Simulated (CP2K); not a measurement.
# W under changes of volume

One of the cells (15.848 Å³/atom); the others are scaled copies at fixed shape and fractional positions:

```xyz
1
Lattice="2.7407 0.0000 0.0000 -0.9136 2.5840 0.0000 -0.9136 -1.2920 2.2378" Properties=species:S:1:pos:R:3 pbc="T T T"
W     0.0000    0.0000    0.0000
```

| Quantity | Value |
| --- | --- |
| Program | CP2K 2026.2 |
| Functional | PBEsol |
| Potentials or basis | POTENTIAL_UZH W GTH-PBE-q14; TZVP-MOLOPT-PBE-GTH basis |
| Density cutoff | 6123 eV |
| k mesh | 12 × 12 × 12 |
| Occupations | fermi-dirac, width 0.05 eV |
| Spin | no spin polarisation |

| volume (Å³/atom) | energy over the lowest point (meV/atom) | pressure (GPa) |
| --- | --- | --- |
| 14.897 | 40.79 | 17.9 |
| 15.214 | 13.10 | 10.1 |
| 15.531 | 0.00 | 3.1 |
| 15.848 | 0.18 | -3.4 |
| 16.165 | 12.45 | -9.2 |
| 16.482 | ? | ? |
| 16.798 | 69.14 | -19.3 |

Task: What does the run at 16.482 Å³/atom give?

Result: Energy over the lowest point 35.78 meV/atom; pressure -14.5 GPa.

Worked out: A Birch-Murnaghan fit of order 3 (a polynomial in V^(-2/3)) to the other rows has its minimum at 15.68 Å³/atom with B0 = V·E''(V) = 318 GPa and B' = 3.5. It gives 35.81 meV/atom at 16.482 Å³/atom, against the run's 35.78, and -dE/dV = -14.4 GPa, against -14.5.

Energies are extrapolated to zero smearing.

Caveats: the potentials were made for another functional, which shifts forces and pressure; the basis of atomic orbitals isn't converged, which shifts pressures, moduli and gaps.
